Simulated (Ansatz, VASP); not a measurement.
# Sb in VASP and in Ansatz

The input INCAR:

```
PREC     = Accurate       # precision mode
ENCUT    = 520            # plane-wave cutoff, eV
EDIFF    = 1E-6           # SCF threshold, eV
ISMEAR   = -1             # smearing method
SIGMA    = 0.05           # smearing width, eV
LREAL    = F              # projectors in reciprocal space
LASPH    = T              # aspherical terms in the spheres
NELM     = 60             # most SCF steps
ALGO     = Normal         # electronic algorithm
ISIF     = 2              # what is computed and relaxed
LWAVE    = F              # write WAVECAR
LCHARG   = T              # write CHGCAR
GGA      = PS             # functional
LELF     = T              # ELF
LVHAR    = T            
NBANDS   = 12             # bands
```

Contents of KPOINTS:

```
regular mesh
0
Gamma
  9 9 9
```

File POSCAR:

```
Sb
1.0
    2.1721063353      1.2540661774      3.7440000000
   -2.1721063353      1.2540661774      3.7440000000
    0.0000000000     -2.5081323547      3.7440000000
Sb
2
Direct
    0.2336400000      0.2336400000      0.2336400000
    0.7663600000      0.7663600000      0.7663600000
```

Input for Ansatz:

```yaml
crystal:
  lattice:
    - [2.1721063353, 1.2540661774, 3.744]
    - [-2.1721063353, 1.2540661774, 3.744]
    - [0.0, -2.5081323547, 3.744]
  atoms:
    - { symbol: Sb, position: [0.23364, 0.23364, 0.23364] }
    - { symbol: Sb, position: [0.76636, 0.76636, 0.76636] }
kpoints:
  mp_grid: { grid: [9, 9, 9] }
  band_path:
    path:
      - [0.0, 0.0, 0.0]
      - [0.5, 0.5, 0.5]
      - [0.7585374026, 0.2414625974, 0.5]
      - [0.5, -0.2414625974, 0.2414625974]
      - [0.5, 0.0, 0.0]
      - [0.0, 0.0, 0.0]
      - [0.3707312987, -0.3707312987, 0.0]
      - [0.6292687013, 0.0, 0.3707312987]
      - [0.5, 0.0, 0.5]
    npoints: 5
scf:
  occupations: { method: fermi_dirac, width: 0.05 }
hamiltonian:
  xc: pbesol
  pseudopotentials: { kind: all_electron, lapw: { basis_error: 0.0005 } }
output:
  forces: true
  stress: true
  eigenvalues: true
```

Change from the starting cell: equal xx and yy strain of +1 %.

Alike in both runs: task single point; functional PBEsol; k mesh 9 × 9 × 9; occupations fermi-dirac, width 0.05 eV; no spin polarisation.

|  | VASP | Ansatz |
| --- | --- | --- |
| version | VASP 6.6.1 | Ansatz 0.2.0 |
| potentials or method | VASP PAW PBE potentials, release 64 (Sb) | all-electron LAPW, scalar-relativistic |
| plane-wave cutoff (eV) | 520 | see its input |

|  | VASP | Ansatz | Ansatz less VASP |
| --- | --- | --- | --- |
| pressure (GPa) | -0.6 | -0.8 | -0.16 |
| largest component of the traceless stress (GPa) | 0.04 | 0.09 | +0.048 |
| rms of the force components (eV/Å) | 0.063 | 0.034 | -0.0290 |

Atom by atom the forces differ by 0.029 eV/Å (rms over components). Ansatz ran all-electron here, so the differences hold the error of VASP's frozen core and of both bases.

Caveats: the PAW data sets were made with another functional, which shifts forces and pressure a little (VASP); spin-orbit coupling is left out, which moves the levels of the heavy elements; an odd mesh through Γ misses points on the zone boundary, where band edges often lie.
